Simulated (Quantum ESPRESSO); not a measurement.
# Mo in Quantum ESPRESSO: convergence with k mesh

Input of the first run (k mesh 2 × 2 × 2); the others differ in this setting and in those tied to it:

The input pw.in:

```
&CONTROL
  calculation = 'scf'
  prefix = 'pwscf'
  outdir = './tmp'
  pseudo_dir = './pseudo'
  tprnfor = .true.
  tstress = .true.
  disk_io = 'nowf'
/
&SYSTEM
  ibrav = 0
  nat = 1
  ntyp = 1
  ecutwfc = 80
  nbnd = 13
  occupations = 'smearing'
  smearing = 'fd'
  degauss = 0.00734986
/
&ELECTRONS
  conv_thr = 2d-10
  electron_maxstep = 120
  mixing_beta = 0.5
/
ATOMIC_SPECIES
Mo    95.9500 Mo.upf
CELL_PARAMETERS angstrom
  -1.5838089719    1.5838089719    1.5838089719
   1.5838089719   -1.5838089719    1.5838089719
   1.5838089719    1.5838089719   -1.5838089719
ATOMIC_POSITIONS crystal
Mo     0.0000000000    0.0000000000    0.0000000000
K_POINTS automatic
2 2 2 0 0 0
```

Potentials or basis: Ansatz NC SR PBE.

Command:

```sh
$ OMP_NUM_THREADS=1 pw.x -in pw.in > pw.out
```

Hardware: 1 thread of Arm Neoverse V1, on a shared host.

```
      k mesh  energy less the tightest run, at zero smearing (meV/atom)  pressure (GPa)  SCF cycles  CPU time (s)  peak memory (GiB)
   2 × 2 × 2                                                    1234.25            8.77          15           1.4               0.05
   4 × 4 × 4                                                      38.23           -1.14           8           2.1               0.05
   5 × 5 × 5                                                     -31.36           -3.68           8           2.5               0.05
   7 × 7 × 7                                                      34.59           -1.10           8           4.5               0.05
   9 × 9 × 9                                                     -14.04           -1.82           8           7.6               0.05
11 × 11 × 11                                                      22.66           -1.20           8            12               0.05
12 × 12 × 12                                                     -12.28           -1.77           8            15               0.06
14 × 14 × 14                                                      12.05           -1.17           8            22               0.07
17 × 17 × 17                                                       0.00           -1.51           8            34               0.08
```

Not settled before the last step: the energy (to 1 meV/atom), the pressure (to 0.1 GPa). Meshes of other sizes hit other points, so gaps and Fermi surfaces needn't settle smoothly. The tightest run that finished is the yardstick and may itself not be fully converged.
